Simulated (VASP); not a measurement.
# InSe (P6_3/mmc) in VASP: notebook, part 2 of 2

VASP 6.6.1. Earlier steps stand in the parts before.

## Step 3: Elastic constants, PBE+D3(BJ)

This run uses another cell than the first one, of 29.50 Å³/atom, 0.879 times its volume.

POSCAR reads:

```
InSe
1.0
    4.0325940883     -0.0000000000      0.0000000000
   -2.0162970441      3.4923289236      0.0000000000
    0.0000000000     -0.0000000000     16.7578863181
  In              Se
     4     4
Direct
     0.3333333332999970    0.6666666667000030    0.1666317070947020
     0.6666666667000030    0.3333333332999970    0.6666317070947020
     0.3333333332999970    0.6666666667000030    0.3333682929052980
     0.6666666667000030    0.3333333332999970    0.8333682929052980
     0.3333333332999970    0.6666666667000030    0.5897259163387023
     0.6666666667000030    0.3333333332999970    0.0897259163387023
     0.3333333332999970    0.6666666667000030    0.9102740836612977
     0.6666666667000030    0.3333333332999970    0.4102740836612977
```

INCAR.step1 reads:

```
PREC     = Accurate       # precision mode
ENCUT    = 600            # plane-wave cutoff, eV
EDIFF    = 1E-8           # SCF threshold, eV
ISMEAR   = 0              # smearing method
SIGMA    = 0.03           # smearing width, eV
LREAL    = F              # projectors in reciprocal space
LASPH    = T              # aspherical terms in the spheres
NELM     = 80             # most SCF steps
ALGO     = Normal         # electronic algorithm
ISIF     = 3              # what is computed and relaxed
LWAVE    = F              # write WAVECAR
LCHARG   = F              # write CHGCAR
GGA      = PE             # functional
IVDW     = 12             # dispersion correction
KPAR     = 2            
IBRION   = 2              # ionic algorithm
NSW      = 40             # ionic steps
EDIFFG   = -0.002         # ionic threshold
```

INCAR.step2 reads:

```
PREC     = Accurate       # precision mode
ENCUT    = 600            # plane-wave cutoff, eV
EDIFF    = 1E-8           # SCF threshold, eV
ISMEAR   = 0              # smearing method
SIGMA    = 0.03           # smearing width, eV
LREAL    = F              # projectors in reciprocal space
LASPH    = T              # aspherical terms in the spheres
NELM     = 80             # most SCF steps
ALGO     = Normal         # electronic algorithm
ISIF     = 3              # what is computed and relaxed
LWAVE    = F              # write WAVECAR
LCHARG   = F              # write CHGCAR
GGA      = PE             # functional
IVDW     = 12             # dispersion correction
KPAR     = 2            
IBRION   = 6              # ionic algorithm
NFREE    = 2            
POTIM    = 0.015          # step
NSW      = 1              # ionic steps
```

KPOINTS reads:

```
Automatic mesh
0
Gamma
  9 9 2
```

Potentials or basis: VASP PAW PBE potentials, release 64 (In_d, Se).

On the command line:

```sh
$ cat potpaw_PBE.64/In_d/POTCAR potpaw_PBE.64/Se/POTCAR > POTCAR
$ cp INCAR.step1 INCAR
$ mpirun -np 2 vasp_std > vasp.out
$ cp CONTCAR POSCAR
$ cp INCAR.step2 INCAR
$ mpirun -np 2 vasp_std > vasp.out
```

OUTCAR:

```text
PREC = Accurate
   ENCUT = 600
   EDIFF = 1E-8
   ISMEAR = 0
   LREAL = F
   LASPH = T
   NELM = 80
   ISIF = 3
   GGA = PE
   IVDW = 12
   IBRION = 6
   NFREE = 2
   POTIM = 0.015
   NSW = 1
 IVDW          = 12

 ion  position               nearest neighbor table
   1  0.333  0.667  0.167-   6 2.66   6 2.66   6 2.66   3 2.79
   2  0.667  0.333  0.667-   5 2.66   5 2.66   5 2.66   4 2.79
   3  0.333  0.667  0.333-   8 2.66   8 2.66   8 2.66   1 2.79
   4  0.667  0.333  0.833-   7 2.66   7 2.66   7 2.66   2 2.79
   5  0.333  0.667  0.590-   2 2.66   2 2.66   2 2.66
   6  0.667  0.333  0.090-   1 2.66   1 2.66   1 2.66
   7  0.333  0.667  0.910-   4 2.66   4 2.66   4 2.66
   8  0.667  0.333  0.410-   3 2.66   3 2.66   3 2.66

  LATTYP: Found a hexagonal cell.
 ALAT       =     4.0325210254
 C/A-ratio  =     4.1598546635

  Lattice vectors:

 A1 = (   4.0325210254,  -0.0000000000,   0.0000000000)
 A2 = (  -2.0162605126,   3.4922656492,   0.0000000000)
 A3 = (   0.0000000000,   0.0000000000,  16.7747013932)

Analysis of symmetry for initial positions (statically):
=====================================================================
 Subroutine PRICEL returns:
 Original cell was already a primitive cell.

 Routine SETGRP: Setting up the symmetry group for a
 hexagonal supercell.

 Subroutine GETGRP returns: Found 24 space group operations
 (whereof 12 operations were pure point group operations)
 out of a pool of 24 trial point group operations.

The static configuration has the point symmetry D_3d.
 The point group associated with its full space group is D_6h.

Analysis of symmetry for dynamics (positions and initial velocities):
=====================================================================
 Subroutine PRICEL returns:
 Original cell was already a primitive cell.

 Routine SETGRP: Setting up the symmetry group for a
 hexagonal supercell.

 Subroutine GETGRP returns: Found 24 space group operations
 (whereof 12 operations were pure point group operations)
 out of a pool of 24 trial point group operations.

The dynamic configuration has the point symmetry D_3d.
 The point group associated with its full space group is D_6h.

 Subroutine INISYM returns: Found 24 space group operations
 (whereof 12 operations are pure point group operations),
 and found     1 'primitive' translations

----------------------------------------------------------------------------------------

                                     Primitive cell

  volume of cell :     236.2320

  direct lattice vectors                    reciprocal lattice vectors
     4.032521025 -0.000000000  0.000000000     0.247983828  0.143173530  0.000000000
    -2.016260513  3.492265649  0.000000000     0.000000000  0.286347060  0.000000000
[... 280 lines left out ...]
  energy  without entropy=      -30.6786704070  energy(sigma->0) =      -30.67867041

[... ionic steps 4 to 18 ...]

--------------------------------------- Ionic step       19  -------------------------------------------

 number of electron      76.0000012 magnetization

------------------------ aborting loop because EDIFF is reached ----------------------------------------
[... 87 lines left out ...]
--------------------------------------- Ionic step       21  -------------------------------------------

 number of electron      76.0000012 magnetization

 Free energy of the ion-electron system (eV)
  ---------------------------------------------------
  ext. energy  EPLUGINS =         0.00000000
  ---------------------------------------------------
  free energy    TOTEN  =       -28.32233751 eV

  energy without entropy =      -28.32233751  energy(sigma->0) =      -28.32233751

 E-fermi :   4.1655     XC(G=0):  -8.8715

 val. band max:        3.9936042516   @ k =   0.0000   0.0000   0.0000
 cond. band min:       4.3578143641   @ k =   0.0000   0.0000   0.0000
 fundamental gap:      0.3642101125
 Fermi energy:         4.1654667387

 k-point     1 :       0.0000    0.0000    0.0000
  band No.  band energies     occupation
      1     -10.7826      2.00000
      2     -10.7815      2.00000
      3     -10.5985      2.00000
      4     -10.5985      2.00000
      5     -10.5964      2.00000
      6     -10.5964      2.00000
[... 1180 lines left out ...]
  FREE ENERGIE OF THE ION-ELECTRON SYSTEM (eV)
  ---------------------------------------------------
  free  energy   TOTEN  =       -30.6941858511 eV

  energy  without entropy=      -30.6941858511  energy(sigma->0) =      -30.69418585

 INTERNAL STRAIN TENSORS FROM STRAINED CELLS
 ============================================

 INTERNAL STRAIN TENSOR FOR ION    1 for displacements in x,y,z  (eV/Angst):
          X           Y           Z          XY          YZ          ZX
  --------------------------------------------------------------------------------
  x    -0.00000     0.00000    -0.00000    -4.38508    -0.00000    -5.39410
  y    -4.39144     4.40143    -0.00000    -0.00008    -5.39002     0.00005
  z    -7.82697    -7.82992     5.73073    -0.00040    -0.00328    -0.00011

 INTERNAL STRAIN TENSORS FROM DISPLACED ATOMS
 ============================================

 INTERNAL STRAIN TENSOR FOR ION    1 for displacements in x,y,z  (eV/Angst):
          X           Y           Z          XY          YZ          ZX
  --------------------------------------------------------------------------------
  x    -0.00000     0.00000     0.00000    -4.38291    -0.00000    -5.39873
  y    -4.38291     4.38291    -0.00000     0.00000    -5.39873    -0.00000
  z    -7.79760    -7.79760     5.70030    -0.00000    -0.00000    -0.00000

 INTERNAL STRAIN TENSOR FOR ION    8 for displacements in x,y,z  (eV/Angst):
          X           Y           Z          XY          YZ          ZX
  --------------------------------------------------------------------------------
  x     0.00000    -0.00000    -0.00000     4.67770    -0.00000    -7.05581
  y     4.67770    -4.67770    -0.00000    -0.00000    -7.05582    -0.00000
  z    -6.94118    -6.94118    -7.22118    -0.00000    -0.00000     0.00000

 Eigenvectors and eigenvalues of the dynamical matrix
 ----------------------------------------------------

   1 f  =    6.697263 THz    42.080144 2PiTHz  223.396647 cm-1    27.697642 meV
             X         Y         Z           dx          dy          dz
     -0.000000  2.328177  2.797002     0.000000   -0.000000    0.420261
      2.016261  1.164089 11.184353     0.000000    0.000000   -0.420261
     -0.000000  2.328177  5.590349     0.000000   -0.000000   -0.420261
      2.016261  1.164089 13.977699    -0.000000    0.000000    0.420261
     -0.000000  2.328177  9.895549     0.000000   -0.000000    0.270888
      2.016261  1.164089  1.508198    -0.000000   -0.000000   -0.270888
     -0.000000  2.328177 15.266503     0.000000   -0.000000   -0.270888
      2.016261  1.164089  6.879152    -0.000000    0.000000    0.270888
[... 243 lines left out ...]
  24 f/i=    0.003256 THz     0.020455 2PiTHz    0.108594 cm-1     0.013464 meV
             X         Y         Z           dx          dy          dz
     -0.000000  2.328177  2.797002    -0.338478    0.182779   -0.000000
      2.016261  1.164089 11.184353    -0.338478    0.182779   -0.000000
     -0.000000  2.328177  5.590349    -0.338478    0.182779   -0.000000
      2.016261  1.164089 13.977699    -0.338478    0.182779   -0.000000
     -0.000000  2.328177  9.895549    -0.281053    0.151769   -0.000000
      2.016261  1.164089  1.508198    -0.281053    0.151769   -0.000000
     -0.000000  2.328177 15.266503    -0.281053    0.151769   -0.000000
      2.016261  1.164089  6.879152    -0.281053    0.151769   -0.000000

--------------------------------------------------------------------------------------------------------

 ELASTIC MODULI CONTR FROM IONIC RELAXATION (kBar)
 Direction    XX          YY          ZZ          XY          YZ          ZX
 --------------------------------------------------------------------------------
 XX        -313.8839    -77.9054   -142.9031     -0.0000     -0.0000      0.0000
 YY         -77.9054   -313.8839   -142.9031     -0.0000     -0.0000     -0.0000
 ZZ        -142.9031   -142.9031   -559.7848     -0.0000     -0.0000      0.0000
 XY          -0.0000     -0.0000     -0.0000   -117.9892     -0.0000     -0.0000
 YZ          -0.0000     -0.0000     -0.0000     -0.0000   -270.0907     -0.0000
 ZX           0.0000     -0.0000      0.0000      0.0000     -0.0000   -270.0896
 --------------------------------------------------------------------------------

 TOTAL ELASTIC MODULI (kBar)
 Direction    XX          YY          ZZ          XY          YZ          ZX
 --------------------------------------------------------------------------------
 XX         627.4545    207.5774    119.6207      0.0000     -0.0000      0.0000
 YY         207.5774    627.4545    119.6207      0.0000     -0.0000     -0.0000
 ZZ         119.6207    119.6207    372.6368      0.0000     -0.0000      0.0000
 XY           0.0000      0.0000      0.0000    209.9386     -0.0000     -0.0000
 YZ          -0.0000     -0.0000     -0.0000     -0.0000     85.7538      0.0000
 ZX           0.0000     -0.0000      0.0000      0.0000      0.0000     85.7545
 --------------------------------------------------------------------------------
```

Wall time 2.6 h (2 MPI ranks of Intel Xeon Platinum 8488C (Sapphire Rapids), shared host); peak memory 1.4 GiB.

What came out:

```
Relaxed volume                                          : 29.53 Å³/atom
Relaxed cell                                            : a = 4.033 Å, b = 4.033 Å, c = 16.775 Å, α = 90.00°, β = 90.00°, γ = 120.00°
Space group after relaxing (to 0.05 Å)                  : P6_3/mmc (No. 194)
Voigt bulk modulus                                      : 28 GPa
Highest phonon frequency at Γ, LO-TO splitting left out : 223 cm⁻¹
Dispersion energy per atom                              : -0.296 eV
```

Final structure:
```cif
data_structure
_symmetry_space_group_name_H-M 'P 1'
_symmetry_Int_Tables_number 1
_cell_length_a 4.0325
_cell_length_b 4.0325
_cell_length_c 16.7747
_cell_angle_alpha 90.000
_cell_angle_beta 90.000
_cell_angle_gamma 120.000
_cell_volume 236.23
loop_
_atom_site_label
_atom_site_type_symbol
_atom_site_fract_x
_atom_site_fract_y
_atom_site_fract_z
_atom_site_occupancy
In1 In 0.33333 0.66667 0.16674 1
In2 In 0.66667 0.33333 0.66674 1
In3 In 0.33333 0.66667 0.33326 1
In4 In 0.66667 0.33333 0.83326 1
Se1 Se 0.33333 0.66667 0.58991 1
Se2 Se 0.66667 0.33333 0.08991 1
Se3 Se 0.33333 0.66667 0.91009 1
Se4 Se 0.66667 0.33333 0.41009 1
```

Phonon frequencies in cm⁻¹ (negative: imaginary):
```tsv
q point	frequencies
(0.000, 0.000, 0.000)	0 0 0 18 18 35 35 35 38 38 104 111 166 166 167 167 170 170 171 171 186 195 223 223
```

Elastic tensor in Voigt notation (GPa, in the Cartesian axes of the cell as first typed):
```
63 21 12  0  0  0
21 63 12  0  0  0
12 12 37  0  0  0
 0  0  0  9  0  0
 0  0  0  0  9  0
 0  0  0  0  0 21
```

Clamped-ion elastic tensor (GPa):
```
94 29 26  0  0  0
29 94 26  0  0  0
26 26 93  0  0  0
 0  0  0 36  0  0
 0  0  0  0 36  0
 0  0  0  0  0 33
```
